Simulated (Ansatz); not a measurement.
Set up this calculation in Ansatz 0.2.0, as the native input.

```yaml
Task: relaxation of cell and atoms
Functional: LDA
Potentials_or_basis: Ansatz PAW
Cutoff: "420 eV (not typed: the program's choice for these potentials)"
k_mesh: 7 × 7 × 7
Occupations: fermi-dirac, width 0.05 eV
Spin: no spin polarisation
```

Crystal: HgTe.

```
Hg Te
1.0
     0.00000    3.18000    3.18000
     3.18000    0.00000    3.18000
     3.18000    3.18000    0.00000
Hg Te
1 1
Direct
  0.00000 0.00000 0.00000
  0.50000 0.50000 0.50000
```

Measurements of this composition are mostly on another form, of space group No. 216.

One way to write it, as run:

input.yaml

```yaml
crystal:
  lattice:
    - [0.0, 3.18, 3.18]
    - [3.18, 0.0, 3.18]
    - [3.18, 3.18, 0.0]
  atoms:
    - { symbol: Hg, position: [0.0, 0.0, 0.0] }
    - { symbol: Te, position: [0.5, 0.5, 0.5] }
hamiltonian:
  xc: lda
  pseudopotentials: { kind: paw }
kpoints:
  mp_grid: { grid: [7, 7, 7] }
scf:
  occupations: { method: fermi_dirac, width: 0.05 }
output:
  forces: true
  stress: true
  eigenvalues: true
  write_density: true
  write_potential: true
  elf: true
  volumetric_format: npy
relax:
  f_tol: 0.01
  max_steps: 40
  cell: { stress_tol: 0.05 }
```

Potentials or basis: Ansatz PAW.

Command:

```bash
$ ansatz run input.yaml --threads 2 --pin off --max-ram 5632MiB --backend cpu --events-out ev --progress --plain --runs-dir out
```

It gave:

```json
{"Relaxed volume": "26.21 Å³/atom", "Relaxed cell": "a = 4.201 Å, b = 4.201 Å, c = 4.201 Å, α = 60.00°, β = 60.00°, γ = 60.00°", "Space group after relaxing (to 0.05 Å)": "Fm-3m (No. 225)", "Energy gained by relaxing": "181.7 meV/atom", "Ionic steps": "6", "Pressure after relaxing": "0.0 GPa", "Band gap on the k mesh": "none (metal or under the smearing width)"}
```

Caveat: the volume moved by over 15 % at a fixed basis, so the end points are rough; the plane-wave basis is chosen anew once the cell has moved, so the energies of steps on either side of that aren't comparable; the volume moved by -19 % from the deposited cell, more than functionals usually miss; the PAW data sets come from PBE, with cores solved anew for the run's functional, which leaves a small shift of forces and pressure.

Run time: 6.2 s on 2 threads of Arm Neoverse V1, on a shared host, peak memory 0.34 GiB.
